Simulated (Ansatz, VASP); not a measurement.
**Two plane-wave programs on Ir**

```
CELL_PARAMETERS angstrom
4.33446 0.00000 0.00000
-2.16723 3.75375 0.00000
0.00000 0.00000 2.67084
ATOMIC_POSITIONS crystal
Ir 0.66667 0.33333 0.50000
Ir 0.33333 0.66667 0.50000
Ir 0.00000 0.00000 0.00000
```

Alike in both runs: functional PBEsol; k mesh 6 × 6 × 8; occupations gaussian, width 0.1 eV; no spin polarisation.

Ansatz relaxed the structure, and its values are those at the end. VASP's run is a single point on that final structure, the one shown.

|  | VASP | Ansatz |
| --- | --- | --- |
| version | VASP 6.6.1 | Ansatz 0.2.0 |
| potentials or method | VASP PAW PBE potentials, release 64 (Ir) | scalar-relativistic, plane waves, PAW |
| plane-wave cutoff (eV) | 520 | 420 |
| valence electrons in the cell | 27 | 51 |

VASP gave:

* gap on the k mesh at the Fermi level (eV): none
* pressure (GPa): 0.6

**Question.** What did Ansatz give for the same quantities?

**Answer.** gap on the k mesh at the Fermi level (eV): none; pressure (GPa): -0.2.

A gap of «none» marks a metal or a gap that the smearing closes. The two sets of potentials don't hold the same shells in valence.

Caveats: the PAW data sets were made with another functional, which shifts forces and pressure a little (VASP). Spin-orbit coupling is left out, which matters for the levels of Ir.
